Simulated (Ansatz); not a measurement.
System: Sb (fcc type), 1 atom in the cell.

The calculation used PBE, all-electron LAPW, point nucleus (Ansatz 0.2.0 development build).

k-mesh 4×4×4 Γ-centred; Fermi–Dirac smearing of 0.15 eV; no spin polarisation; no spin–orbit coupling.

```xyz
1
Lattice="0.0000 2.3957 2.3957 2.3957 0.0000 2.3957 2.3957 2.3957 0.0000" Properties=species:S:1:pos:R:3 pbc="T T T"
Sb    0.0000    0.0000    0.0000
```

Question: Would the cell expand or shrink if it were free to relax?

Answer: The pressure is -1.62 GPa, so at these settings the cell is stretched and would shrink.

The k-mesh is coarse, so these values belong to this mesh and can lie far from the converged ones. This cubic structure is a model: it isn't the usual form of the substance at ambient conditions, and such phases are metastable or hypothetical.
